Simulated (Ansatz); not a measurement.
A run of Ansatz 0.2.0 is set up as follows.

Contents of input.yaml:

```yaml
crystal:
  lattice:
    - [3.9975858431, 0.0, 0.0]
    - [-1.9987929216, 3.462010894, 0.0]
    - [0.0, 0.0, 6.59937795]
  atoms:
    - { symbol: Ge, position: [0.3333333333, 0.6666666667, 0.93709875] }
    - { symbol: Ge, position: [0.6666666667, 0.3333333333, 0.43709875] }
    - { symbol: Ge, position: [0.3333333333, 0.6666666667, 0.56290125] }
    - { symbol: Ge, position: [0.6666666667, 0.3333333333, 0.06290125] }
hamiltonian:
  xc: pbe
  pseudopotentials: { kind: nc, accuracy: stringent }
kpoints:
  mp_grid: { grid: [8, 8, 4] }
  band_path:
    path:
      - [[0.0, 0.0, 0.0], [0.5, 0.0, 0.0], [0.3333333333, 0.3333333333, 0.0], [0.0, 0.0, 0.0], [0.0, 0.0, 0.5], [0.5, 0.0, 0.5], [0.3333333333, 0.3333333333, 0.5], [0.0, 0.0, 0.5]]
      - [[0.5, 0.0, 0.5], [0.5, 0.0, 0.0]]
      - [[0.3333333333, 0.3333333333, 0.0], [0.3333333333, 0.3333333333, 0.5]]
    npoints: 14
scf:
  occupations: { method: fermi_dirac, width: 0.05 }
  n_extra_bands: 10
output:
  forces: true
  stress: true
  eigenvalues: true
  fatbands: false
```

Potentials or basis: PseudoDojo stringent (PBE files).

The run is started by

```bash
$ ansatz run input.yaml --threads 2 --pin off --max-ram 5632MiB --backend cpu --events-out ev --progress --plain --runs-dir out
```

**Question.** Predict the band gap along the path.

**Answer.** None (metal or under the smearing width).

**Question.** What does it give for the largest force?

**Answer.** 0.014 eV/Å.

**Question.** Predict the pressure.

**Answer.** 3.0 GPa.

Forces on the atoms (eV/Å):
```
Ge   0.000  0.000 -0.014
Ge   0.000  0.000 -0.014
Ge   0.000  0.000  0.014
Ge   0.000  0.000  0.014
```
